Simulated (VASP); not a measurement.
# Ir in VASP: work function with r2SCAN+rVV10

Aim: the work function of Ir with r2SCAN+rVV10.

Program: VASP 6.6.1. These are calculated values, not measurements. Logs are shortened: lines on timing, memory, paths and dates and some standing lists are left out, and cuts for length are marked.

## Step 1: The structure

The cell holds a slab with vacuum, 4 atoms: a = 2.700 Å, b = 2.700 Å, c = 27.464 Å, α = 90.00°, β = 90.00°, γ = 120.00°.

The cell was built by a generator and needn't be a form met in nature.

## Step 2: Work function, r2SCAN+rVV10

File INCAR:

```
PREC = Accurate
ENCUT = 520
EDIFF = 1E-6
ISMEAR = 1
SIGMA = 0.1
LREAL = False
LASPH = True
NELM = 60
ALGO = Normal
ISIF = 2
LWAVE = False
LCHARG = True
LDIPOL = True
IDIPOL = 3
DIPOL = 0.5 0.5 0.500
METAGGA = R2SCAN
LMIXTAU = True
LUSE_VDW = True
IVDW_NL = 2
BPARAM = 11.95
CPARAM = 0.0093
LELF = True
LVHAR = True
LVACPOTAV = True
```

File KPOINTS:

```
regular mesh
0
Gamma
  16 16 1
```

File POSCAR:

```
Ir                                      
1.0
    2.6997849600      0.0000000000      0.0000000000
   -1.3498924800      2.3380823200      0.0000000000
    0.0000000000      0.0000000000     27.4644866300
  Ir            
     4
Direct
     0.3333340000000007    0.6666659999999993    0.3800361717726253
     0.0000000000000000    0.0000000000000000    0.4599484281775485
     0.6666669999999968    0.3333330000000032    0.5400515718224516
     0.3333340000000007    0.6666659999999993    0.6199638282273746
```

Potentials or basis: VASP PAW PBE potentials, release 64 (Ir).

Started as:

```bash
$ cat potpaw_PBE.64/Ir/POTCAR > POTCAR
$ mpirun -np 1 vasp_std > vasp.out
```

OUTCAR:

```text
PREC = Accurate
   ENCUT = 520
   EDIFF = 1E-6
   ISMEAR = 1
   LREAL = False
   LASPH = True
   NELM = 60
   ISIF = 2
   METAGGA = R2SCAN
   IVDW_NL = 2
   BPARAM = 11.95

 ion  position               nearest neighbor table
   1  0.333  0.667  0.380-   2 2.69   2 2.69   2 2.69
   2  0.000  0.000  0.460-   1 2.69   1 2.69   1 2.69   3 2.70   3 2.70   3 2.70
   3  0.667  0.333  0.540-   4 2.69   4 2.69   4 2.69   2 2.70   2 2.70   2 2.70
   4  0.333  0.667  0.620-   3 2.69   3 2.69   3 2.69

  LATTYP: Found a hexagonal cell.
 ALAT       =     2.6997849600
 C/A-ratio  =    10.1728422956

  Lattice vectors:

 A1 = (   2.6997849600,   0.0000000000,   0.0000000000)
 A2 = (  -1.3498924800,   2.3380823200,   0.0000000000)
 A3 = (   0.0000000000,   0.0000000000,  27.4644866300)

Analysis of symmetry for initial positions (statically):
=====================================================================
 Subroutine PRICEL returns:
 Original cell was already a primitive cell.

 Routine SETGRP: Setting up the symmetry group for a
 hexagonal supercell.

 Subroutine GETGRP returns: Found 12 space group operations
 (whereof  6 operations were pure point group operations)
 out of a pool of 24 trial point group operations.

The static configuration has the point symmetry C_3v.
 The point group associated with its full space group is D_3d.

Analysis of symmetry for dynamics (positions and initial velocities):
=====================================================================
 Subroutine PRICEL returns:
 Original cell was already a primitive cell.

 Routine SETGRP: Setting up the symmetry group for a
 hexagonal supercell.

 Subroutine GETGRP returns: Found 12 space group operations
 (whereof  6 operations were pure point group operations)
 out of a pool of 24 trial point group operations.

The dynamic configuration has the point symmetry C_3v.
 The point group associated with its full space group is D_3d.

 Subroutine INISYM returns: Found 12 space group operations
 (whereof  6 operations are pure point group operations),
 and found     1 'primitive' translations

----------------------------------------------------------------------------------------

                                     Primitive cell

  volume of cell :     173.3646

  direct lattice vectors                    reciprocal lattice vectors
     2.699784960  0.000000000  0.000000000     0.370399871  0.213850469  0.000000000
    -1.349892480  2.338082320  0.000000000     0.000000000  0.427700937  0.000000000
     0.000000000  0.000000000 27.464486630     0.000000000  0.000000000  0.036410657

  length of vectors
     2.699784960  2.699784925 27.464486630     0.427700932  0.427700937  0.036410657

  position of ions in fractional coordinates (direct lattice)
     0.333334000  0.666666000  0.380036172
     0.000000000  0.000000000  0.459948428
     0.666667000  0.333333000  0.540051572
     0.333334000  0.666666000  0.619963828

  ion indices of the primitive-cell ions
   primitive index   ion index
                 1           1
                 2           2
                 3           3
                 4           4

----------------------------------------------------------------------------------------

 KPOINTS: regular mesh

Automatic generation of k-mesh.
 Grid dimensions read from file:
 generate k-points for:   16   16    1

 Generating k-lattice:

  Cartesian coordinates                     Fractional coordinates (reciprocal lattice)
     0.023149992  0.013365654  0.000000000     0.062500000  0.000000000  0.000000000
     0.000000000  0.026731309  0.000000000     0.000000000  0.062500000  0.000000000
     0.000000000  0.000000000  0.036410657     0.000000000  0.000000000  1.000000000

  Length of vectors
     0.026731308  0.026731309  0.036410657

  Shift w.r.t. Gamma in fractional coordinates (k-lattice)
     0.000000000  0.000000000  0.000000000

 Subroutine IBZKPT returns following result:
 ===========================================

 Found     30 irreducible k-points:

 Following reciprocal coordinates:
            Coordinates               Weight
  0.000000  0.000000  0.000000      1.000000
  0.062500  0.000000  0.000000      6.000000
  0.125000  0.000000  0.000000      6.000000
  0.187500  0.000000  0.000000      6.000000
  0.250000  0.000000  0.000000      6.000000
  0.312500  0.000000  0.000000      6.000000
[... 16 lines left out ...]
  0.187500  0.187500  0.000000      6.000000
  0.250000  0.187500  0.000000     12.000000
 [... further k-points ...]
   k-points           NKPTS =     30   k-points in BZ     NKDIM =     30   number of bands    NBANDS=     22
   number of dos      NEDOS =    301   number of ions     NIONS =      4
   total plane-waves  NPLWV =  84000
   dimension x,y,z NGX =    20 NGY =   20 NGZ =  210
   dimension x,y,z NGXF=    40 NGYF=   40 NGZF=  420
   ions per type =               4
   NGX,Y,Z   is equivalent  to a cutoff of  12.32, 12.32, 12.71 a.u.
   NGXF,Y,Z  is equivalent  to a cutoff of  24.63, 24.63, 25.42 a.u.
 SYSTEM =  unknown system
   PREC   = accura    normal or accurate (medium, high low for compatibility)
   ISTART =      0    job   : 0-new  1-cont  2-samecut
   ICHARG =      2    charge: 1-file 2-atom 10-const
   ISPIN  =      1    spin polarized calculation?
   LNONCOLLINEAR =      F non collinear calculations
   LSORBIT =      F    spin-orbit coupling
   LASPH  =      T    aspherical Exc in radial PAW
   ENCUT  =  520.0 eV  38.22 Ry    6.18 a.u.   5.02  5.02 51.07*2*pi/ulx,y,z
   NELM   =     60;   NELMIN=  2; NELMDL= -5     # of ELM steps
   EDIFF  = 0.1E-05   stopping-criterion for ELM
   LREAL  =      F    real-space projection
   EDIFFG = 0.1E-04   stopping-criterion for IOM
   NSW    =      0    number of steps for IOM
   IBRION =     -1    ionic relax: 0-MD 1-quasi-New 2-CG
   NFREE  =      0    steps in history (QN), initial steepest desc. (CG)
   ISIF   =      2    stress and relaxation
   ISYM   =      2    0-nonsym 1-usesym 2-fastsym
   POTIM  = 0.5000    time-step for ionic-motion
   TEBEG  =    0.0;   TEEND  =   0.0 temperature during run
   PSTRESS=    0.0 pullay stress
   NELECT =      36.0000    total number of electrons
   NUPDOWN=      -1.0000    fix difference up-down
   EMIN   =  10.00;   EMAX   =-10.00  energy-range for DOS
   EFERMI =   0.00;   METHOD = LEGACY
   ISMEAR =     1;   SIGMA  =   0.10  broadening in eV -4-tet -1-fermi 0-gaus
   EFERMI_NEDOS =   21; number of points for ismear=-14 and -15
   IALGO  =     38    algorithm
   IMIX   =      4    mixing-type and parameters
     AMIX     =   0.40;   BMIX     =  1.00
     AMIX_MAG =   1.60;   BMIX_MAG =  1.00
  volume/ion in A,a.u.               =      43.34       292.48
  Fermi-wavevector in a.u.,A,eV,Ry     =   0.969443  1.831981 12.787018  0.939819
  Thomas-Fermi vector in A             =   2.099496
   LORBIT       =      0    0 simple, 1 ext, 2 COOP (PROOUT), +10 PAW based schemes
   METAGGA = R2SCAN    functional components
   LHFCALC =     F    Hartree Fock is set to
   AEXX    =    0.0000 exact exchange contribution
   IVDW_NL    =     2    kernel type
   BPARAM     =11.9500
   IVDW    =     0    specifies the selected vdW correction
   LEPSILON=     F    determine dielectric tensor
   LRPA    =     F    only Hartree local field effects (RPA)
 non-spin polarized calculation
 Methfessel and Paxton  Order N= 1 SIGMA  =   0.10
  energy-cutoff  :      520.00
  volume of cell :      173.36
 maximum number of plane-waves:      4727
 NGX is ok and might be reduce to    20
   NGX =  9   NGY =  9   NGZ =103

 dipolmoment           0.000000      0.000000     -0.000000 electrons x Angstroem

 number of electron      36.0000001 magnetization

 dipolmoment           0.000000      0.000000      0.000000 electrons x Angstroem

 Free energy of the ion-electron system (eV)
  ---------------------------------------------------
  ext. energy  EPLUGINS =         0.00000000
  ---------------------------------------------------
  free energy    TOTEN  =      -206.72004382 eV

  energy without entropy =     -206.72264354  energy(sigma->0) =     -206.72091039

 E-fermi :  -0.6962     XC(G=0):  -5.7776

 val. band max:       -0.6981161014   @ k =   0.1875   0.1250   0.0000
 cond. band min:      -0.6159482872   @ k =   0.4375   0.1250   0.0000
 fundamental gap:      0.0821678142
 Fermi energy:        -0.6961734972

 k-point     1 :       0.0000    0.0000    0.0000
  band No.  band energies     occupation
      1     -11.8057      2.00000
      2     -10.2272      2.00000
      3      -9.0051      2.00000
      4      -8.9213      2.00000
      5      -4.9744      2.00000
      6      -4.8045      2.00000
[... 14 lines left out ...]
     21      -0.5576     -0.06457
     22      -0.5576     -0.06456

 k-point     2 :       0.0625    0.0000    0.0000
  band No.  band energies     occupation
      1     -11.6443      2.00000
      2     -10.0677      2.00000
      3      -8.8488      2.00000
      4      -8.7549      2.00000
      5      -5.0882      2.00000
      6      -5.0401      2.00000
[... 14 lines left out ...]
     21      -1.1474      2.00000
     22      -0.5590     -0.06551

 k-point     3 :       0.1250    0.0000    0.0000
  band No.  band energies     occupation
      1     -11.1811      2.00000
      2      -9.6211      2.00000
      3      -8.4185      2.00000
      4      -8.2895      2.00000
      5      -5.5340      2.00000
      6      -5.3162      2.00000
[... 14 lines left out ...]
     21      -0.9219      2.00640
     22      -0.5636     -0.06817

 k-point     4 :       0.1875    0.0000    0.0000
  band No.  band energies     occupation
      1     -10.4872      2.00000
      2      -9.0073      2.00000
      3      -7.8865      2.00000
      4      -7.6451      2.00000
      5      -6.0937      2.00000
      6      -5.6441      2.00000
[... 14 lines left out ...]
     21      -0.5784     -0.07020
     22      -0.4327     -0.00124

 k-point     5 :       0.2500    0.0000    0.0000
  band No.  band energies     occupation
      1      -9.7111      2.00000
      2      -8.4925      2.00000
      3      -7.6219      2.00000
      4      -7.1336      2.00000
      5      -6.6751      2.00000
      6      -5.8374      2.00000
[... 14 lines left out ...]
     21      -0.5921     -0.05769
     22       0.0943     -0.00000

 k-point     6 :       0.3125    0.0000    0.0000
  band No.  band energies     occupation
      1      -9.0987      2.00000
      2      -8.3510      2.00000
      3      -7.6631      2.00000
      4      -7.3193      2.00000
      5      -6.9799      2.00000
      6      -6.1211      2.00000
[... 14 lines left out ...]
     21      -0.4641     -0.00496
     22       0.2975     -0.00000

 k-point     7 :       0.3750    0.0000    0.0000
  band No.  band energies     occupation
      1      -8.8348      2.00000
      2      -8.4957      2.00000
      3      -7.8353      2.00000
      4      -7.5750      2.00000
      5      -7.2051      2.00000
      6      -6.3970      2.00000
[... 324 lines left out ...]
      6      -6.2635      2.00000
[... 14 lines left out ...]
     21       1.1213     -0.00000
     22       1.4544      0.00000

 k-point    21 :       0.3750    0.1250    0.0000
  band No.  band energies     occupation
      1      -8.3438      2.00000
      2      -8.2649      2.00000
      3      -7.7589      2.00000
      4      -7.2164      2.00000
      5      -6.8904      2.00000
      6      -6.4172      2.00000
[... 14 lines left out ...]
     21       2.1269      0.00000
     22       2.7440      0.00000

 k-point    22 :       0.4375    0.1250    0.0000
  band No.  band energies     occupation
      1      -8.3496      2.00000
      2      -8.3365      2.00000
      3      -7.8317      2.00000
      4      -7.2097      2.00000
      5      -6.9574      2.00000
      6      -6.4708      2.00000
[... 14 lines left out ...]
     21       2.7734      0.00000
     22       3.7527      0.00000

 k-point    23 :       0.1875    0.1875    0.0000
  band No.  band energies     occupation
      1      -8.5759      2.00000
      2      -7.7884      2.00000
      3      -7.1192      2.00000
      4      -6.6625      2.00000
      5      -6.6139      2.00000
      6      -6.0587      2.00000
[... 14 lines left out ...]
     21       0.2273     -0.00000
     22       0.3260     -0.00000

 k-point    24 :       0.2500    0.1875    0.0000
  band No.  band energies     occupation
      1      -8.0573      2.00000
      2      -7.7195      2.00000
      3      -7.2320      2.00000
      4      -6.9197      2.00000
      5      -6.3357      2.00000
      6      -6.0331      2.00000
[... 14 lines left out ...]
     21       1.3020     -0.00000
     22       1.5866      0.00000

 [... further k-points ...]

------------------------ aborting loop because EDIFF is reached ----------------------------------------

  FORCE on cell =-STRESS in cart. coord.  units (eV):
  Direction    XX          YY          ZZ          XY          YZ          ZX
  --------------------------------------------------------------------------------------
  -------------------------------------------------------------------------------------
  Total       -1.0606991     -1.0606991      1.6385532      0.0000000      0.0000000     -0.0000000
  in kB       -9.8026237     -9.8026234     15.1429560      0.0000000      0.0000000     -0.0000000
  external PRESSURE =      -1.4874304 kB  Pullay stress =       0.0000000 kB

 VOLUME and BASIS-vectors are now :
 -----------------------------------------------------------------------------
  energy-cutoff  :      520.00
  volume of cell :      173.36
      direct lattice vectors                 reciprocal lattice vectors
     2.699784960  0.000000000  0.000000000     0.370399871  0.213850469  0.000000000
    -1.349892480  2.338082320  0.000000000     0.000000000  0.427700937  0.000000000
     0.000000000  0.000000000 27.464486630     0.000000000  0.000000000  0.036410657

 POSITION                                       TOTAL-FORCE (eV/Angst)
 -----------------------------------------------------------------------------------
      0.00000      1.55872     10.43750         0.000000      0.000000     -0.106236
      0.00000      0.00000     12.63225        -0.000000     -0.000000     -0.022948
      1.34989      0.77936     14.83224         0.000000      0.000000      0.022948
      0.00000      1.55872     17.02699        -0.000000     -0.000000      0.106236
 -----------------------------------------------------------------------------------
    total drift:                               -0.000449      0.000259      0.000060

  FREE ENERGIE OF THE ION-ELECTRON SYSTEM (eV)
  ---------------------------------------------------
  free  energy   TOTEN  =      -206.7200438238 eV

  energy  without entropy=     -206.7226435358  energy(sigma->0) =     -206.72091039

 vacuum level on the upper side and lower side of the slab         5.237         5.237
```

Wall time 31 min (1 thread of Intel Xeon Platinum 8259CL at 2.50GHz (Skylake/Cascade Lake), shared host); peak memory 0.65 GiB.

What came out:

* Free energy: -206.7200 eV
* Largest force: 0.106 eV/Å
* Band gap on the k mesh: none (metal or under the smearing width)
* Work function of the upper face: 5.93 eV
* Work function of the lower face: 5.93 eV

Forces in eV/Å, atoms in the order of the input:
```
Ir   0.000  0.000 -0.106
Ir   0.000  0.000 -0.023
Ir   0.000  0.000  0.023
Ir   0.000  0.000  0.106
```

Caveat: the PAW data sets were made with another functional, which shifts forces and pressure a little.
